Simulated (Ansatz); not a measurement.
A relaxation of cell and atoms of HfSiO4 on the sites of tetragonal HfO2 (relaxed group P-4m2) with the PAW code Ansatz, at the level PBEsol. It starts from the PBE minimum.

The input:
```yaml
crystal:
  lattice:
    - [3.3161167676, 0.0, 0.0]
    - [0.0, 3.3161167676, 0.0]
    - [0.0, 0.0, 5.769004203]
  atoms:
    - { symbol: Hf, position: [0.5, 0.5, 0.5] }
    - { symbol: Si, position: [0.0, 0.0, 0.0] }
    - { symbol: O, position: [0.5, 0.0, 0.6754318928] }
    - { symbol: O, position: [0.0, 0.5, 0.8776218056] }
    - { symbol: O, position: [0.0, 0.5, 0.3245681072] }
    - { symbol: O, position: [0.5, 0.0, 0.1223781944] }
kpoints:
  mp_grid: { grid: [8, 8, 4] }
hamiltonian:
  xc: pbesol
scf:
  occupations: { method: fermi_dirac, width: 0.02 }
relax:
  f_tol: 0.005
  cell: {}
```

Command: `ansatz run input.yaml --threads 4 --pin off --max-ram 6451MiB --backend cpu --events-out ev --progress --plain --runs-dir out`. Wall time 23 s on 4 threads of Arm Neoverse V1 (shared host), load about 0.3 per core; peak host memory 0.4 GiB.

Output, abridged:
```
Functional definition: PBEsol
Crystal: 6 atoms, lattice volume = 63.440 Å³
Basis set: ecut = 420 eV, 1251 PW (Γ)
Bands: 33, of which v1, the nominal top of the filled ones, is band 27 counted from 1 (26 counted from 0)
Symmetry: 8 space group operations
Space group: P-4m2 (ITA 115)
k-points: 45 of 256 (time reversal used)
SCF 1 converged in 7 iterations: F = -18468.689291 eV  dr2 = 3.31e-9
relax step 1: F+E_penalty+E_count = -18468.68929057 eV  max|allowed force component| = 1.189e-1 eV/Å  Δτ_max = 0.0000 Å  P = -6.385 GPa  Ω = 63.440 Å³
SCF 2 converged in 6 iterations: F = -18468.757510 eV  dr2 = 3.96e-8
relax step 2: F+E_penalty+E_count = -18468.75750957 eV  max|allowed force component| = 2.054e-1 eV/Å  Δτ_max = 0.0252 Å  P = -0.069 GPa  Ω = 61.094 Å³
SCF 3 converged in 6 iterations: F = -18468.773331 eV  dr2 = 9.13e-9
relax step 3: F+E_penalty+E_count = -18468.77333065 eV  max|allowed force component| = 1.877e-1 eV/Å  Δτ_max = 0.0204 Å  P = +1.559 GPa  Ω = 60.097 Å³
SCF 4 converged in 6 iterations: F = -18468.779742 eV  dr2 = 5.16e-9
relax step 4: F+E_penalty+E_count = -18468.77974162 eV  max|allowed force component| = 1.293e-1 eV/Å  Δτ_max = 0.0159 Å  P = +1.189 GPa  Ω = 59.871 Å³
SCF 5 converged in 6 iterations: F = -18468.782106 eV  dr2 = 3.14e-9
relax step 5: F+E_penalty+E_count = -18468.78210618 eV  max|allowed force component| = 4.990e-3 eV/Å  Δτ_max = 0.0163 Å  P = +0.027 GPa  Ω = 59.915 Å³
SCF 6 converged in 7 iterations: F = -18468.770202 eV  dr2 = 1.17e-12
relax step 6: F+E_penalty+E_count = -18468.77020188 eV  max|allowed force component| = 4.338e-3 eV/Å  Δτ_max = 0.0000 Å  P = -0.375 GPa  Ω = 59.915 Å³  (SCF on a basis re-selected at this cell)
SCF 7 converged in 6 iterations: F = -18468.771988 eV  dr2 = 5.64e-10
relax step 7: F+E_penalty+E_count = -18468.77198848 eV  max|allowed force component| = 1.819e-2 eV/Å  Δτ_max = 0.0074 Å  P = +0.117 GPa  Ω = 59.659 Å³
SCF 8 converged in 6 iterations: F = -18468.771809 eV  dr2 = 3.29e-11
relax step 8: F+E_penalty+E_count = -18468.77180909 eV  max|allowed force component| = 9.683e-4 eV/Å  Δτ_max = 0.0015 Å  P = +0.014 GPa  Ω = 59.703 Å³
SCF 9 converged in 6 iterations: F = -18468.770602 eV  dr2 = 1.02e-12
relax step 9: F+E_penalty+E_count = -18468.77060243 eV  max|allowed force component| = 7.447e-4 eV/Å  Δτ_max = 0.0000 Å  P = -0.007 GPa  Ω = 59.703 Å³  (SCF on a basis re-selected at this cell)
SCF 10 converged in 6 iterations: F = -18468.770660 eV  dr2 = 4.62e-12
relax step 10: F+E_penalty+E_count = -18468.77065999 eV  max|allowed force component| = 1.002e-3 eV/Å  Δτ_max = 0.0004 Å  P = -0.007 GPa  Ω = 59.694 Å³
SCF 11 converged in 8 iterations: F = -18468.770632 eV  dr2 = 1.25e-15
relax step 11: F+E_penalty+E_count = -18468.77063185 eV  max|allowed force component| = 9.806e-4 eV/Å  Δτ_max = 0.0000 Å  P = -0.007 GPa  Ω = 59.694 Å³  (SCF on a basis re-selected at this cell)
SCF converged after 8 iterations
Free energy (F): -18468.770632 eV
Fermi energy:    13.073878 eV
--- Forces (eV/Å), atoms counted from 1 ---
  atom   1  Hf      0.00000      0.00000      0.00000
  atom   2  Si      0.00000      0.00000      0.00000
  atom   3  O       0.00000      0.00000    -0.00098
  atom   4  O       0.00000      0.00000    -0.00091
  atom   5  O       0.00000      0.00000      0.00098
  atom   6  O       0.00000      0.00000      0.00091
--- Stress (GPa, compression-positive) ---
       -0.008710       0.000000       0.000000
        0.000000      -0.008710       0.000000
        0.000000       0.000000      -0.004112
  P = ⅓ Tr σ = -0.0072 GPa (-0.072 kbar)
--- Relaxed structure (8 steps of the walk, 8 accepted, 3 SCFs on fresh bases) ---
  F+E_penalty+E_count = -18468.77063185 eV   max|allowed force component| = 9.806e-4 eV/Å
  cell:  # Å, volume = 59.6935 Å³
    - [3.310285, 0.000000, 0.000000]
    - [0.000000, 3.310285, 0.000000]
    - [0.000000, 0.000000, 5.447488]
  atoms:
    - { symbol: Hf, position: [0.500000, 0.500000, 0.500000] }
    - { symbol: Si, position: [0.000000, 0.000000, 0.000000] }
    - { symbol: O, position: [0.500000, 0.000000, 0.685155] }
    - { symbol: O, position: [0.000000, 0.500000, 0.863884] }
    - { symbol: O, position: [0.000000, 0.500000, 0.314845] }
    - { symbol: O, position: [0.500000, 0.000000, 0.136116] }
```

The walk took 8 steps and changed the volume by -5.9 %. The last SCF, on a fresh basis, lies 13.6 meV an atom below the first. At the end: the symmetry is P-4m2 (No. 115, tetragonal); conventional cell a = 3.310 Å, c = 5.447 Å, 9.95 Å³ an atom. Hf is surrounded by 8 O at 1.94–2.58 Å; Si is surrounded by 4 O at 1.81 Å; O is surrounded by 2 Hf at 1.94 Å; O is surrounded by 2 Si at 1.81 Å and 2 Hf at 2.58 Å.

The cell comes from a prototype generator: it can be a known phase or a hypothetical one. Spin polarisation is off.
